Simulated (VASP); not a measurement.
# BeTe (F-43m) in VASP: further runs, part 2 of 2

VASP 6.6.1.

### Step 4. Relaxation of cell and atoms, BLYP+D3

The input, INCAR:

```
PREC     = Accurate       # precision mode
ENCUT    = 600            # plane-wave cutoff, eV
EDIFF    = 1E-7           # SCF threshold, eV
ISMEAR   = -1             # smearing method
SIGMA    = 0.05           # smearing width, eV
LREAL    = F              # projectors in reciprocal space
LASPH    = T              # aspherical terms in the spheres
NELM     = 80             # most SCF steps
ALGO     = Normal         # electronic algorithm
ISIF     = 3              # what is computed and relaxed
LWAVE    = F              # write WAVECAR
LCHARG   = F              # write CHGCAR
GGA      = B5             # functional
ALDAX    = 1.0          
AGGAX    = 1.0          
AGGAC    = 1.0          
ALDAC    = 0.0          
IVDW     = 11             # dispersion correction
VDW_S6   = 1.0          
VDW_S8   = 1.682        
VDW_SR   = 1.094        
VDW_SR8  = 1.0          
IBRION   = 2              # ionic algorithm
NSW      = 40             # ionic steps
EDIFFG   = -0.01          # ionic threshold
```

The input, KPOINTS:

```
regular mesh
0
Gamma
  8 8 8
```

The input, POSCAR:

```
BeTe
1.0
    0.0000000000      2.7700000000      2.7700000000
    2.7700000000      0.0000000000      2.7700000000
    2.7700000000      2.7700000000      0.0000000000
Te Be
1 1
Direct
    0.7500000000      0.7500000000      0.7500000000
    0.0000000000      0.0000000000      0.0000000000
```

Potentials or basis: VASP PAW PBE potentials, release 64 (Te, Be).

Launch:

```bash
> cat potpaw_PBE.64/Te/POTCAR potpaw_PBE.64/Be/POTCAR > POTCAR
> mpirun -np 1 vasp_std > vasp.out
```

OUTCAR:

```text
PREC = Accurate
   ENCUT = 600
   EDIFF = 1E-7
   ISMEAR = -1
   LREAL = F
   LASPH = T
   NELM = 80
   ISIF = 3
   GGA = B5
   IVDW = 11
   IBRION = 2
   NSW = 40
   EDIFFG = -0.01
 IVDW          = 11

 ion  position               nearest neighbor table
   1  0.750  0.750  0.750-   2 2.40   2 2.40   2 2.40   2 2.40
   2  0.000  0.000  0.000-   1 2.40   1 2.40   1 2.40   1 2.40

  LATTYP: Found a face centered cubic cell.
 ALAT       =     5.5400000000

  Lattice vectors:

 A1 = (   0.0000000000,   2.7700000000,   2.7700000000)
 A2 = (   2.7700000000,   0.0000000000,   2.7700000000)
 A3 = (   2.7700000000,   2.7700000000,   0.0000000000)

Analysis of symmetry for initial positions (statically):
=====================================================================
 Subroutine PRICEL returns:
 Original cell was already a primitive cell.

 Routine SETGRP: Setting up the symmetry group for a
 face centered cubic supercell.

 Subroutine GETGRP returns: Found 24 space group operations
 (whereof 24 operations were pure point group operations)
 out of a pool of 48 trial point group operations.

The static configuration has the point symmetry T_d .

Analysis of symmetry for dynamics (positions and initial velocities):
=====================================================================
 Subroutine PRICEL returns:
 Original cell was already a primitive cell.

 Routine SETGRP: Setting up the symmetry group for a
 face centered cubic supercell.

 Subroutine GETGRP returns: Found 24 space group operations
 (whereof 24 operations were pure point group operations)
 out of a pool of 48 trial point group operations.

The dynamic configuration has the point symmetry T_d .

 Subroutine INISYM returns: Found 24 space group operations
 (whereof 24 operations are pure point group operations),
 and found     1 'primitive' translations

----------------------------------------------------------------------------------------

                                     Primitive cell

  volume of cell :      42.5079

  direct lattice vectors                    reciprocal lattice vectors
     0.000000000  2.770000000  2.770000000    -0.180505415  0.180505415  0.180505415
     2.770000000  0.000000000  2.770000000     0.180505415 -0.180505415  0.180505415
     2.770000000  2.770000000  0.000000000     0.180505415  0.180505415 -0.180505415

  length of vectors
     3.917371568  3.917371568  3.917371568     0.312644550  0.312644550  0.312644550

  position of ions in fractional coordinates (direct lattice)
     0.750000000  0.750000000  0.750000000
     0.000000000  0.000000000  0.000000000

  ion indices of the primitive-cell ions
   primitive index   ion index
                 1           1
                 2           2

----------------------------------------------------------------------------------------

 KPOINTS: regular mesh

Automatic generation of k-mesh.
 Grid dimensions read from file:
 generate k-points for:    8    8    8

 Generating k-lattice:

  Cartesian coordinates                     Fractional coordinates (reciprocal lattice)
    -0.022563177  0.022563177  0.022563177     0.125000000  0.000000000  0.000000000
     0.022563177 -0.022563177  0.022563177     0.000000000  0.125000000  0.000000000
     0.022563177  0.022563177 -0.022563177     0.000000000  0.000000000  0.125000000

  Length of vectors
     0.039080569  0.039080569  0.039080569

  Shift w.r.t. Gamma in fractional coordinates (k-lattice)
     0.000000000  0.000000000  0.000000000

 Subroutine IBZKPT returns following result:
 ===========================================

 Found     29 irreducible k-points:

 Following reciprocal coordinates:
            Coordinates               Weight
  0.000000  0.000000  0.000000      1.000000
  0.125000  0.000000  0.000000      8.000000
  0.250000  0.000000  0.000000      8.000000
  0.375000  0.000000  0.000000      8.000000
  0.500000  0.000000  0.000000      4.000000
  0.125000  0.125000  0.000000      6.000000
[... 16 lines left out ...]
  0.500000  0.250000  0.125000     48.000000
 -0.375000  0.250000  0.125000     24.000000
 [... further k-points ...]
   k-points           NKPTS =     29   k-points in BZ     NKDIM =     29   number of bands    NBANDS=      8
   number of dos      NEDOS =    301   number of ions     NIONS =      2
   total plane-waves  NPLWV =  32768
   dimension x,y,z NGX =    32 NGY =   32 NGZ =   32
   dimension x,y,z NGXF=    64 NGYF=   64 NGZF=   64
   ions per type =               1   1
   NGX,Y,Z   is equivalent  to a cutoff of  13.58, 13.58, 13.58 a.u.
   NGXF,Y,Z  is equivalent  to a cutoff of  27.16, 27.16, 27.16 a.u.
 SYSTEM =  unknown system
   PREC   = accura    normal or accurate (medium, high low for compatibility)
   ISTART =      0    job   : 0-new  1-cont  2-samecut
   ICHARG =      2    charge: 1-file 2-atom 10-const
   ISPIN  =      1    spin polarized calculation?
   LNONCOLLINEAR =      F non collinear calculations
   LSORBIT =      F    spin-orbit coupling
   LASPH  =      T    aspherical Exc in radial PAW
   ENCUT  =  600.0 eV  44.10 Ry    6.64 a.u.   7.82  7.82  7.82*2*pi/ulx,y,z
   NELM   =     80;   NELMIN=  2; NELMDL= -5     # of ELM steps
   EDIFF  = 0.1E-06   stopping-criterion for ELM
   LREAL  =      F    real-space projection
   EDIFFG = -.1E-01   stopping-criterion for IOM
   NSW    =     40    number of steps for IOM
   IBRION =      2    ionic relax: 0-MD 1-quasi-New 2-CG
   NFREE  =      1    steps in history (QN), initial steepest desc. (CG)
   ISIF   =      3    stress and relaxation
   ISYM   =      2    0-nonsym 1-usesym 2-fastsym
   POTIM  = 0.5000    time-step for ionic-motion
   TEBEG  =    0.0;   TEEND  =   0.0 temperature during run
   PSTRESS=    0.0 pullay stress
   NELECT =       8.0000    total number of electrons
   NUPDOWN=      -1.0000    fix difference up-down
   EMIN   =  10.00;   EMAX   =-10.00  energy-range for DOS
   EFERMI =   0.00;   METHOD = LEGACY
   ISMEAR =    -1;   SIGMA  =   0.05  broadening in eV -4-tet -1-fermi 0-gaus
   EFERMI_NEDOS =   21; number of points for ismear=-14 and -15
   IALGO  =     38    algorithm
   IMIX   =      4    mixing-type and parameters
     AMIX     =   0.40;   BMIX     =  1.00
     AMIX_MAG =   1.60;   BMIX_MAG =  1.00
  volume/ion in A,a.u.               =      21.25       143.43
  Fermi-wavevector in a.u.,A,eV,Ry     =   0.938170  1.772885 11.975354  0.880164
  Thomas-Fermi vector in A             =   2.065355
   LORBIT       =      0    0 simple, 1 ext, 2 COOP (PROOUT), +10 PAW based schemes
   GGA     = B5    functional components
   LHFCALC =     F    Hartree Fock is set to
   AEXX    =    0.0000 exact exchange contribution
   IVDW    =    11    specifies the selected vdW correction
   LEPSILON=     F    determine dielectric tensor
   LRPA    =     F    only Hartree local field effects (RPA)
 conjugate gradient relaxation of ions
 non-spin polarized calculation
  energy-cutoff  :      600.00
  volume of cell :       42.51
 maximum number of plane-waves:      1433
   NGX = 15   NGY = 15   NGZ = 15

--------------------------------------- Ionic step        1  -------------------------------------------

 number of electron       8.0000000 magnetization

 Free energy of the ion-electron system (eV)
  ---------------------------------------------------
  ext. energy  EPLUGINS =         0.00000000
  ---------------------------------------------------
  free energy    TOTEN  =        -6.51207934 eV

  energy without entropy =       -6.51207934  energy(sigma->0) =       -6.51207934

------------------------ aborting loop because EDIFF is reached ----------------------------------------

 Edisp (eV)   -0.85733

 E8    (eV) :    -0.5676
[... 71 lines left out ...]
--------------------------------------- Ionic step        3  -------------------------------------------

 number of electron       8.0000000 magnetization

 Free energy of the ion-electron system (eV)
  ---------------------------------------------------
  ext. energy  EPLUGINS =         0.00000000
  ---------------------------------------------------
  free energy    TOTEN  =        -6.60779481 eV

  energy without entropy =       -6.60779481  energy(sigma->0) =       -6.60779481

 E-fermi :   6.1911     XC(G=0):  -8.3444

 val. band max:        5.2299224177   @ k =   0.0000   0.0000   0.0000
 cond. band min:       7.5193256733   @ k =   0.5000   0.5000   0.0000
 fundamental gap:      2.2894032556
 Fermi energy:         6.1910515500

 k-point     1 :       0.0000    0.0000    0.0000
  band No.  band energies     occupation
      1      -6.8581      2.00000
      2       5.2299      2.00000
      3       5.2299      2.00000
      4       5.2299      2.00000
      5       8.9654      0.00000
      6       8.9654      0.00000
      7       8.9654      0.00000
      8       9.0524      0.00000
[... 243 lines left out ...]
 k-point    24 :      -0.3750    0.2500    0.1250
  band No.  band energies     occupation
      1      -5.3790      2.00000
      2       0.3541      2.00000
      3       2.4883      2.00000
      4       3.4403      2.00000
      5       9.5488      0.00000
      6       9.7939      0.00000
      7      11.9041      0.00000
      8      13.0097      0.00000

 [... further k-points ...]

------------------------ aborting loop because EDIFF is reached ----------------------------------------

 Edisp (eV)   -0.80392

 E8    (eV) :    -0.5370
[... 25 lines left out ...]
  FREE ENERGIE OF THE ION-ELECTRON SYSTEM (eV)
  ---------------------------------------------------
  free  energy   TOTEN  =        -7.4117187829 eV

  energy  without entropy=       -7.4117187828  energy(sigma->0) =       -7.41171878

 reached required accuracy - stopping structural energy minimisation
```

It took 47 s on 1 thread of Intel Xeon Platinum 8488C (Sapphire Rapids), shared host; peak memory 0.2 GiB.

What came out:

```yaml
Free_energy: -7.4117 eV
Relaxed_volume: 22.87 Å³/atom
Relaxed_cell: a = 4.014 Å, b = 4.014 Å, c = 4.014 Å, α = 60.00°, β = 60.00°, γ = 60.00°
Space_group_after_relaxing_to_0.05_Å: F-43m (No. 216)
Energy_gained_by_relaxing: 21.2 meV/atom
Ionic_steps: 3
Pressure_after_relaxing: 0.0 GPa
Band_gap_on_the_k_mesh: 2.29 eV, indirect (least direct gap 3.74 eV)
Dispersion_energy_per_atom: -0.402 eV
```

Step by step:
| step | energy change (eV) | largest force (eV/Å) | pressure (GPa) | volume (Å³) |
| --- | --- | --- | --- | --- |
| 1 | 0.0000 | 0.0000 | 4.44 | 42.51 |
| 2 | -0.0414 | 0.0000 | -0.56 | 46.24 |
| 3 | -0.0423 | 0.0000 | 0.01 | 45.73 |

Final structure:
```cif
data_structure
_symmetry_space_group_name_H-M 'P 1'
_symmetry_Int_Tables_number 1
_cell_length_a 4.0141
_cell_length_b 4.0141
_cell_length_c 4.0141
_cell_angle_alpha 60.000
_cell_angle_beta 60.000
_cell_angle_gamma 60.000
_cell_volume 45.73
loop_
_atom_site_label
_atom_site_type_symbol
_atom_site_fract_x
_atom_site_fract_y
_atom_site_fract_z
_atom_site_occupancy
Te1 Te 0.75000 0.75000 0.75000 1
Be1 Be 0.00000 0.00000 0.00000 1
```

Levels at points of the mesh, in eV from the valence-band top:
| k point | band 1 | band 2 | band 3 | band 4 | band 5 | band 6 | band 7 | band 8 |
| --- | --- | --- | --- | --- | --- | --- | --- | --- |
| (0.00, 0.00, 0.00) | -12.09 | 0.00 | 0.00 | 0.00 | 3.74 | 3.74 | 3.74 | 3.82 |
| (0.50, 0.00, 0.00) | -10.83 | -5.27 | -1.07 | -1.07 | 3.16 | 4.74 | 4.74 | 8.08 |
| (0.50, 0.50, 0.00) | -10.37 | -4.89 | -2.50 | -2.50 | 2.29 | 2.87 | 9.56 | 9.56 |

Caveat: the PAW data sets were made with another functional, which shifts forces and pressure a little; spin-orbit coupling is left out, which moves the levels of the heavy elements. A k mesh can miss the band edges.

### Step 5. For comparison

An earlier run on the cell as given: functional PBEsol; potentials or basis VASP PAW PBE potentials, release 64 (Te, Be); cutoff 520 eV; k mesh 8 × 8 × 8; occupations fermi-dirac, width 0.05 eV; no spin polarisation.

* Pressure: 2.5 GPa
* Band gap on the k mesh: 1.73 eV, indirect (least direct gap 3.55 eV)

### Step 6. Overview

| task | level | cell | k mesh | cutoff (eV) | smearing | grid for exact exchange (PRECFOCK) | ladder | mesh quality | gap on the mesh (eV) | pressure (GPa) | relaxed volume (Å³/atom) |
| --- | --- | --- | --- | --- | --- | --- | --- | --- | --- | --- | --- |
| relaxation of cell and atoms | HSEsol | relaxed | 4 × 4 × 4 | 600 | fermi-dirac 0.05 eV | Normal | - | coarse | 2.54 | 0.0 | 22.03 |
| single point | PBE | as given | 8 × 8 × 8 | 520 | gaussian 0.028 eV | - | - | not flagged | 1.85 | 4.5 | - |
| relaxation of cell and atoms | BLYP+D3 | relaxed | 8 × 8 × 8 | 600 | fermi-dirac 0.05 eV | - | - | not flagged | 2.29 | 0.0 | 22.87 |
| single point | PBEsol | as given | 8 × 8 × 8 | 520 | fermi-dirac 0.05 eV | - | free | not flagged | 1.73 | 2.5 | - |

Alike in all rows: potentials or basis VASP PAW PBE potentials, release 64 (Te, Be); no spin polarisation.

Caveats: some runs use coarse meshes; spin-orbit coupling is left out, which moves the levels of the heavy elements; the PAW data sets were made with another functional, which shifts forces and pressure a little (some runs).

Absolute energies hang on the potentials; compare differences alone.
